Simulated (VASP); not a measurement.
# GaP (F-43m) in VASP: settings compared

Aim: see how the results for GaP move with the level of theory and the settings. Levels: r2SCAN, r2SCAN+rVV10. Tasks: relaxation of cell and atoms.

Program: VASP 6.6.1. These are calculated values, not measurements. Logs are shortened: lines on timing, memory, paths and dates and some standing lists are left out, and cuts for length are marked.

## 1. The structure

It takes space group F-43m (No. 216, cubic). The conventional cell has a = 5.452 Å, b = 5.452 Å, c = 5.452 Å, α = 90.00°, β = 90.00°, γ = 90.00°. Around Ga (site symmetry -43m) lie 4 P at 2.36 Å. P (site symmetry -43m) is surrounded by 4 Ga at 2.36 Å.

The cell is a database's computed one.

## 2. Relaxation of cell and atoms, r2SCAN

Input file INCAR:

```
  PREC = Accurate
  ENCUT = 600
  EDIFF = 1E-7
  ISMEAR = 0
  SIGMA = 0.02
  LREAL = F
  LASPH = T
  NELM = 80
  ALGO = Normal
  ISIF = 3
  LWAVE = F
  LCHARG = F
  METAGGA = R2SCAN
  LMIXTAU = T
  IBRION = 2
  NSW = 90
  EDIFFG = -0.005
```

Input file KPOINTS:

```
Automatic mesh
0
Gamma
  8 8 8
```

Input file POSCAR:

```
GaP
1.0
    0.0000000000      2.7258124900      2.7258124900
    2.7258124900      0.0000000000      2.7258124900
    2.7258124900      2.7258124900      0.0000000000
Ga P
1 1
Direct
    0.0000000000      0.0000000000      0.0000000000
    0.7500000000      0.7500000000      0.7500000000
```

Potentials or basis: VASP PAW PBE potentials, release 64 (Ga_d, P).

Run with:

```sh
> cat potpaw_PBE.64/Ga_d/POTCAR potpaw_PBE.64/P/POTCAR > POTCAR
> mpirun -np 1 vasp_std > vasp.out
```

OUTCAR:

```text
PREC = Accurate
   ENCUT = 600
   EDIFF = 1E-7
   ISMEAR = 0
   LREAL = F
   LASPH = T
   NELM = 80
   ISIF = 3
   METAGGA = R2SCAN
   IBRION = 2
   NSW = 90
   EDIFFG = -0.005

 ion  position               nearest neighbor table
   1  0.000  0.000  0.000-   2 2.36   2 2.36   2 2.36   2 2.36
   2  0.750  0.750  0.750-   1 2.36   1 2.36   1 2.36   1 2.36

  LATTYP: Found a face centered cubic cell.
 ALAT       =     5.4516249800

  Lattice vectors:

 A1 = (   0.0000000000,   2.7258124900,   2.7258124900)
 A2 = (   2.7258124900,   0.0000000000,   2.7258124900)
 A3 = (   2.7258124900,   2.7258124900,   0.0000000000)

Analysis of symmetry for initial positions (statically):
=====================================================================
 Subroutine PRICEL returns:
 Original cell was already a primitive cell.

 Routine SETGRP: Setting up the symmetry group for a
 face centered cubic supercell.

 Subroutine GETGRP returns: Found 24 space group operations
 (whereof 24 operations were pure point group operations)
 out of a pool of 48 trial point group operations.

The static configuration has the point symmetry T_d .

Analysis of symmetry for dynamics (positions and initial velocities):
=====================================================================
 Subroutine PRICEL returns:
 Original cell was already a primitive cell.

 Routine SETGRP: Setting up the symmetry group for a
 face centered cubic supercell.

 Subroutine GETGRP returns: Found 24 space group operations
 (whereof 24 operations were pure point group operations)
 out of a pool of 48 trial point group operations.

The dynamic configuration has the point symmetry T_d .

 Subroutine INISYM returns: Found 24 space group operations
 (whereof 24 operations are pure point group operations),
 and found     1 'primitive' translations

----------------------------------------------------------------------------------------

                                     Primitive cell

  volume of cell :      40.5059

  direct lattice vectors                    reciprocal lattice vectors
     0.000000000  2.725812490  2.725812490    -0.183431546  0.183431546  0.183431546
     2.725812490  0.000000000  2.725812490     0.183431546 -0.183431546  0.183431546
     2.725812490  2.725812490  0.000000000     0.183431546  0.183431546 -0.183431546

  length of vectors
     3.854880992  3.854880992  3.854880992     0.317712758  0.317712758  0.317712758

  position of ions in fractional coordinates (direct lattice)
     0.000000000  0.000000000  0.000000000
     0.750000000  0.750000000  0.750000000

  ion indices of the primitive-cell ions
   primitive index   ion index
                 1           1
                 2           2

----------------------------------------------------------------------------------------

 KPOINTS: Automatic mesh

Automatic generation of k-mesh.
 Grid dimensions read from file:
 generate k-points for:    8    8    8

 Generating k-lattice:

  Cartesian coordinates                     Fractional coordinates (reciprocal lattice)
    -0.022928943  0.022928943  0.022928943     0.125000000  0.000000000  0.000000000
     0.022928943 -0.022928943  0.022928943     0.000000000  0.125000000  0.000000000
     0.022928943  0.022928943 -0.022928943     0.000000000  0.000000000  0.125000000

  Length of vectors
     0.039714095  0.039714095  0.039714095

  Shift w.r.t. Gamma in fractional coordinates (k-lattice)
     0.000000000  0.000000000  0.000000000

 Subroutine IBZKPT returns following result:
 ===========================================

 Found     29 irreducible k-points:

 Following reciprocal coordinates:
            Coordinates               Weight
  0.000000  0.000000  0.000000      1.000000
  0.125000  0.000000  0.000000      8.000000
  0.250000  0.000000  0.000000      8.000000
  0.375000  0.000000  0.000000      8.000000
  0.500000  0.000000  0.000000      4.000000
  0.125000  0.125000  0.000000      6.000000
[... 16 lines left out ...]
  0.500000  0.250000  0.125000     48.000000
 -0.375000  0.250000  0.125000     24.000000
 [... further k-points ...]
   k-points           NKPTS =     29   k-points in BZ     NKDIM =     29   number of bands    NBANDS=     13
   number of dos      NEDOS =    301   number of ions     NIONS =      2
   total plane-waves  NPLWV =  32768
   dimension x,y,z NGX =    32 NGY =   32 NGZ =   32
   dimension x,y,z NGXF=    64 NGYF=   64 NGZF=   64
   ions per type =               1   1
   NGX,Y,Z   is equivalent  to a cutoff of  13.80, 13.80, 13.80 a.u.
   NGXF,Y,Z  is equivalent  to a cutoff of  27.60, 27.60, 27.60 a.u.
 SYSTEM =  unknown system
   PREC   = accura    normal or accurate (medium, high low for compatibility)
   ISTART =      0    job   : 0-new  1-cont  2-samecut
   ICHARG =      2    charge: 1-file 2-atom 10-const
   ISPIN  =      1    spin polarized calculation?
   LNONCOLLINEAR =      F non collinear calculations
   LSORBIT =      F    spin-orbit coupling
   LASPH  =      T    aspherical Exc in radial PAW
   ENCUT  =  600.0 eV  44.10 Ry    6.64 a.u.   7.70  7.70  7.70*2*pi/ulx,y,z
   NELM   =     80;   NELMIN=  2; NELMDL= -5     # of ELM steps
   EDIFF  = 0.1E-06   stopping-criterion for ELM
   LREAL  =      F    real-space projection
   EDIFFG = -.5E-02   stopping-criterion for IOM
   NSW    =     90    number of steps for IOM
   IBRION =      2    ionic relax: 0-MD 1-quasi-New 2-CG
   NFREE  =      1    steps in history (QN), initial steepest desc. (CG)
   ISIF   =      3    stress and relaxation
   ISYM   =      2    0-nonsym 1-usesym 2-fastsym
   POTIM  = 0.5000    time-step for ionic-motion
   TEBEG  =    0.0;   TEEND  =   0.0 temperature during run
   PSTRESS=    0.0 pullay stress
   NELECT =      18.0000    total number of electrons
   NUPDOWN=      -1.0000    fix difference up-down
   EMIN   =  10.00;   EMAX   =-10.00  energy-range for DOS
   EFERMI =   0.00;   METHOD = LEGACY
   ISMEAR =     0;   SIGMA  =   0.02  broadening in eV -4-tet -1-fermi 0-gaus
   EFERMI_NEDOS =   21; number of points for ismear=-14 and -15
   IALGO  =     38    algorithm
   IMIX   =      4    mixing-type and parameters
     AMIX     =   0.40;   BMIX     =  1.00
     AMIX_MAG =   1.60;   BMIX_MAG =  1.00
  volume/ion in A,a.u.               =      20.25       136.67
  Fermi-wavevector in a.u.,A,eV,Ry     =   1.249280  2.360796 21.234610  1.560700
  Thomas-Fermi vector in A             =   2.383328
   LORBIT       =      0    0 simple, 1 ext, 2 COOP (PROOUT), +10 PAW based schemes
   METAGGA = R2SCAN    functional components
   LHFCALC =     F    Hartree Fock is set to
   AEXX    =    0.0000 exact exchange contribution
   IVDW    =     0    specifies the selected vdW correction
   LEPSILON=     F    determine dielectric tensor
   LRPA    =     F    only Hartree local field effects (RPA)
 conjugate gradient relaxation of ions
 non-spin polarized calculation
 Gauss-broadening in eV      SIGMA  =   0.02
  energy-cutoff  :      600.00
  volume of cell :       40.51
 maximum number of plane-waves:      1366
   NGX = 15   NGY = 15   NGZ = 15

--------------------------------------- Ionic step        1  -------------------------------------------

 number of electron      18.0000003 magnetization

 Free energy of the ion-electron system (eV)
  ---------------------------------------------------
  ext. energy  EPLUGINS =         0.00000000
  ---------------------------------------------------
  free energy    TOTEN  =       -21.46423076 eV

  energy without entropy =      -21.46423076  energy(sigma->0) =      -21.46423076

------------------------ aborting loop because EDIFF is reached ----------------------------------------

  FORCE on cell =-STRESS in cart. coord.  units (eV):
  Direction    XX          YY          ZZ          XY          YZ          ZX
  --------------------------------------------------------------------------------------
  -------------------------------------------------------------------------------------
  Total       -0.0215202     -0.0215202     -0.0215202      0.0000000      0.0000000      0.0000000
  in kB       -0.8512161     -0.8512161     -0.8512161      0.0000000      0.0000000      0.0000000
  external PRESSURE =      -0.8512161 kB  Pullay stress =       0.0000000 kB

 VOLUME and BASIS-vectors are now :
 -----------------------------------------------------------------------------
  energy-cutoff  :      600.00
  volume of cell :       40.51
      direct lattice vectors                 reciprocal lattice vectors
     0.000000000  2.725812490  2.725812490    -0.183431546  0.183431546  0.183431546
     2.725812490  0.000000000  2.725812490     0.183431546 -0.183431546  0.183431546
     2.725812490  2.725812490  0.000000000     0.183431546  0.183431546 -0.183431546
[... 37 lines left out ...]
 POSITION                                       TOTAL-FORCE (eV/Angst)
 -----------------------------------------------------------------------------------
      5.44880      5.44880      5.44880         0.000000     -0.000000      0.000000
      4.08660      4.08660      4.08660        -0.000000      0.000000     -0.000000
 -----------------------------------------------------------------------------------
    total drift:                               -0.000017     -0.000017     -0.000017

  FREE ENERGIE OF THE ION-ELECTRON SYSTEM (eV)
  ---------------------------------------------------
  free  energy   TOTEN  =       -21.4642482787 eV

  energy  without entropy=      -21.4642482787  energy(sigma->0) =      -21.46424828

--------------------------------------- Ionic step        3  -------------------------------------------

 number of electron      18.0000003 magnetization

 Free energy of the ion-electron system (eV)
  ---------------------------------------------------
  ext. energy  EPLUGINS =         0.00000000
  ---------------------------------------------------
  free energy    TOTEN  =       -21.46424907 eV

  energy without entropy =      -21.46424907  energy(sigma->0) =      -21.46424907

 E-fermi :   4.5529     XC(G=0): -10.5519

 val. band max:        4.4686605995   @ k =   0.0000   0.0000   0.0000
 cond. band min:       6.3700330750   @ k =   0.3750   0.3750   0.0000
 fundamental gap:      1.9013724755
 Fermi energy:         4.5529429364

 k-point     1 :       0.0000    0.0000    0.0000
  band No.  band energies     occupation
      1     -10.5225      2.00000
      2     -10.5225      2.00000
      3     -10.5225      2.00000
      4     -10.4091      2.00000
      5     -10.4091      2.00000
      6      -8.5576      2.00000
      7       4.4686      2.00000
      8       4.4687      2.00000
      9       4.4687      2.00000
     10       6.8187      0.00000
     11       8.6596      0.00000
     12       8.6597      0.00000
     13       8.6597      0.00000

 k-point     2 :       0.1250    0.0000    0.0000
  band No.  band energies     occupation
      1     -10.5388      2.00000
      2     -10.5175      2.00000
      3     -10.5175      2.00000
      4     -10.4092      2.00000
      5     -10.4092      2.00000
      6      -8.3439      2.00000
      7       2.8435      2.00000
      8       4.2301      2.00000
      9       4.2301      2.00000
     10       7.3570      0.00000
     11       9.0263      0.00000
[... 339 lines left out ...]
 k-point    24 :      -0.3750    0.2500    0.1250
  band No.  band energies     occupation
      1     -10.6233      2.00000
      2     -10.4878      2.00000
      3     -10.4759      2.00000
      4     -10.4146      2.00000
      5     -10.4014      2.00000
      6      -5.9707      2.00000
      7      -2.1489      2.00000
      8       1.1779      2.00000
      9       2.4571      2.00000
     10       8.2953      0.00000
     11       9.1162      0.00000
     12      11.3929      0.00000
     13      12.9077      0.00000

 [... further k-points ...]

------------------------ aborting loop because EDIFF is reached ----------------------------------------

  FORCE on cell =-STRESS in cart. coord.  units (eV):
  Direction    XX          YY          ZZ          XY          YZ          ZX
  --------------------------------------------------------------------------------------
  -------------------------------------------------------------------------------------
  Total        0.0066712      0.0066712      0.0066712      0.0000000     -0.0000000      0.0000000
  in kB        0.2642097      0.2642097      0.2642097      0.0000000     -0.0000000      0.0000000
  external PRESSURE =       0.2642097 kB  Pullay stress =       0.0000000 kB

 VOLUME and BASIS-vectors are now :
 -----------------------------------------------------------------------------
  energy-cutoff  :      600.00
  volume of cell :       40.45
      direct lattice vectors                 reciprocal lattice vectors
     0.000000000  2.724659905  2.724659905    -0.183509141  0.183509141  0.183509141
     2.724659905  0.000000000  2.724659905     0.183509141 -0.183509141  0.183509141
     2.724659905  2.724659905  0.000000000     0.183509141  0.183509141 -0.183509141

 POSITION                                       TOTAL-FORCE (eV/Angst)
 -----------------------------------------------------------------------------------
      0.00000      0.00000      0.00000         0.000000      0.000000      0.000000
      4.08699      4.08699      4.08699        -0.000000     -0.000000     -0.000000
 -----------------------------------------------------------------------------------
    total drift:                               -0.000017     -0.000017     -0.000017

  FREE ENERGIE OF THE ION-ELECTRON SYSTEM (eV)
  ---------------------------------------------------
  free  energy   TOTEN  =       -21.4642490742 eV

  energy  without entropy=      -21.4642490742  energy(sigma->0) =      -21.46424907

 reached required accuracy - stopping structural energy minimisation
```

Wall time 2.3 min (1 thread of Intel Xeon Platinum 8259CL at 2.50GHz (Skylake/Cascade Lake), shared host); peak memory 0.2 GiB.

Results:

| Quantity | Value |
| --- | --- |
| Free energy | -21.4642 eV |
| Relaxed volume | 20.23 Å³/atom |
| Relaxed cell | a = 3.853 Å, b = 3.853 Å, c = 3.853 Å, α = 60.00°, β = 60.00°, γ = 60.00° |
| Space group after relaxing (to 0.05 Å) | F-43m (No. 216) |
| Energy gained by relaxing | 0.0 meV/atom |
| Ionic steps | 3 |
| Pressure after relaxing | 0.0 GPa |
| Band gap on the k mesh | 1.90 eV, indirect (least direct gap 2.35 eV) |

Final structure:
```
Ga P
1.0
     0.00000    2.72466    2.72466
     2.72466    0.00000    2.72466
     2.72466    2.72466    0.00000
Ga P
1 1
Direct
  0.00000 0.00000 0.00000
  0.75000 0.75000 0.75000
```

Caveat: the PAW data sets were made with another functional, which shifts forces and pressure a little. A k mesh can miss the band edges.

(Part 1 of 2 ends here.)
